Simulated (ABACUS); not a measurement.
## CdTe: single point with HLE16

CdTe:

```
CELL_PARAMETERS angstrom
-3.20500 0.00000 3.20500
0.00000 3.20500 3.20500
-3.20500 3.20500 0.00000
ATOMIC_POSITIONS crystal
Te 0.25000 0.25000 0.25000
Cd 0.00000 0.00000 0.00000
```

- Program: ABACUS 3.10.1
- Task: single point
- Functional: HLE16
- Potentials or basis: GBRV ultrasoft 1.5 PBE
- Cutoff: 544 eV
- Density cutoff: 4354 eV
- Basis: plane waves
- k mesh: 6 × 6 × 6
- Occupations: fermi-dirac, width 0.05 eV
- Spin: no spin polarisation

- Pressure: -0.1 GPa
- Band gap on the k mesh: 1.77 eV, direct

Levels at points of the mesh, in eV from the valence-band top:
```tsv
k point	band 5	band 6	band 7	band 8	band 9	band 10	band 11	band 12	band 13	band 14
(0.00, 0.00, 0.00)	-9.84	-9.84	0.00	0.00	0.00	1.77	5.52	5.52	5.52	9.92
(0.50, 0.50, 0.50)	-9.84	-9.18	-3.91	-0.66	-0.66	2.76	6.20	6.20	9.02	10.70
(0.50, 0.50, 0.00)	-9.82	-8.93	-3.92	-1.57	-1.57	3.56	4.14	10.16	10.16	10.41
```

It took 15 s on 4 MPI ranks on Intel(R) Xeon(R) 6975P-C (Granite Rapids), with other jobs on the host, peak memory 0.88 GiB a rank.

Caveat: the potentials were made for a functional far from this one; the potentials were made for another functional, which shifts forces and pressure; spin-orbit coupling is left out, which moves the levels of the heavy elements.
